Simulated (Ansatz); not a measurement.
Crystal: WS2, a slab with vacuum.

```
W S
1.0
     3.18312    0.00000    0.00000
    -1.59156    2.75666    0.00000
     0.00000    0.00000   35.18056
W S
4 8
Direct
  0.33333 0.66667 0.59232
  0.33333 0.66667 0.22340
  0.66667 0.33333 0.77660
  0.66667 0.33333 0.40768
  0.33333 0.66667 0.82115
  0.33333 0.66667 0.45202
  0.66667 0.33333 0.63662
  0.66667 0.33333 0.26774
  0.33333 0.66667 0.73226
  0.33333 0.66667 0.36338
  0.66667 0.33333 0.54798
  0.66667 0.33333 0.17885
```

Base run:

* Program: Ansatz 0.2.0
* Functional: PBE0
* Potentials or basis: Ansatz PAW
* Cutoff: 420 eV
* Density cutoff: 1680 eV
* k mesh: 6 × 6 × 1
* Occupations: fixed
* Spin: no spin polarisation

Its results: band gap on the k mesh 2.45 eV, indirect (least direct gap 2.89 eV); largest force 0.357 eV/Å.

**Question.** The run is repeated on the same cell with these changes: functional from PBE0 to HSE06; level from pbe0 to hse06. What comes out?

**Answer.** Band gap on the k mesh 1.80 eV, indirect (least direct gap 2.23 eV); largest force 0.368 eV/Å.

Caveats: spin-orbit coupling is left out, which moves the levels of the heavy elements; the PAW data sets come from PBE, with cores solved anew for the run's functional, which leaves a small shift of forces and pressure.

Not every run made on this cell is shown here.
